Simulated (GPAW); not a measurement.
C (monolayer), C K edge of atom 1, with 3 C at 1.42 Å (trigonal planar). Method: GPAW, PBE, excited-electron core hole (neutral cell), 18-atom cell with 7.4 Å between holes, 5×5×1 k points, dipole transitions, Gaussian full width 0.9 eV up to 4 eV, rising linearly to 3.5 eV at 25 eV.

```xyz
18
Lattice="7.3800 0.0000 0.0000 -3.6900 6.3913 0.0000 0.0000 0.0000 10.4000" Properties=species:S:1:pos:R:3
C     0.0000    0.0000    5.2000
C    -1.2300    2.1304    5.2000
C     2.4600    0.0000    5.2000
C    -2.4600    4.2608    5.2000
C     1.2300    2.1304    5.2000
C     4.9200    0.0000    5.2000
C     0.0000    4.2608    5.2000
C     3.6900    2.1304    5.2000
C     2.4600    4.2608    5.2000
C     1.2300    0.7101    5.2000
C     0.0000    2.8406    5.2000
C     3.6900    0.7101    5.2000
C    -1.2300    4.9710    5.2000
C     2.4600    2.8406    5.2000
C     6.1500    0.7101    5.2000
C     1.2300    4.9710    5.2000
C     4.9200    2.8406    5.2000
C     3.6900    4.9710    5.2000
```

Energy from the lowest empty level; a common scale on which the isotropic spectrum has a mean of 1 over the first 20 eV.

| E (eV) | curve 1 | curve 2 |
| --- | --- | --- |
| -2.0 | 0.00 | 0.00 |
| -1.0 | 0.00 | 0.06 |
| 0.0 | 0.00 | 3.59 |
| 1.0 | 0.00 | 1.01 |
| 2.0 | 0.00 | 1.50 |
| 3.0 | 0.01 | 1.01 |
| 4.0 | 0.02 | 0.78 |
| 5.0 | 0.24 | 1.00 |
| 6.0 | 2.28 | 0.94 |
| 7.0 | 3.14 | 0.85 |
| 8.0 | 1.92 | 0.66 |
| 9.0 | 1.24 | 0.76 |
| 10.0 | 1.28 | 0.68 |
| 11.0 | 1.84 | 0.40 |
| 12.0 | 1.52 | 0.38 |
| 13.0 | 1.16 | 0.34 |
| 14.0 | 1.11 | 0.27 |
| 15.0 | 1.37 | 0.35 |
| 16.0 | 1.43 | 0.45 |
| 17.0 | 1.13 | 0.57 |
| 18.0 | 0.97 | 0.56 |
| 19.0 | 0.99 | 0.49 |
| 20.0 | 0.99 | 0.55 |

Question: The curves are for the electric vector along different Cartesian axes of the cell as given, for this one atom. Which is which?

Curve 1: along x (the other in-plane axis gives the same curve within 3 %), main maxima 6.7 eV (3.23), 11.1 eV (1.85) and 15.6 eV (1.47). Curve 2: along z, main maxima 0.2 eV (3.86), 2.0 eV (1.50) and 4.7 eV (1.12). A K edge sees empty p states; at this planar three-fold site the curve for the electric vector normal to the plane peaks at 0.2 eV, where it is mainly π* that absorbs: that direction carries over 70 % of the weight there. Each direction probes the empty orbitals that point along it. The unit cell's mesh shows no gap over 0.35 eV. That is right for a metallic compound; for a small-gap or correlated insulator it would be the fault of the functional or of the assumed magnetic order, and the hole would be screened too well. The first peak sits at the Fermi energy, where the partly filled level is cut, so its height is uncertain.

[Banner, clock and machine lines of the logs are left out without a mark of their own.]

[Logs are printed without paths, hosts, clocks, repeated set-up lines and the standing remarks that a program may print on its own settings, such as how far it seeks lower states.]

[Hosts, paths, dates, database ids (printed as entryN), source tags and the programs' standing remarks are cut or masked in the printed files.]

[Lists of maxima count a maximum above −3 eV only where it reaches 4 % of the highest in the window and stands out from its surroundings by 2 % of it (1.5 % where it reaches 55 %); shoulders and weaker maxima are passed over, and of the rest the first, up to two pre-edge ones and the few strongest are named.]
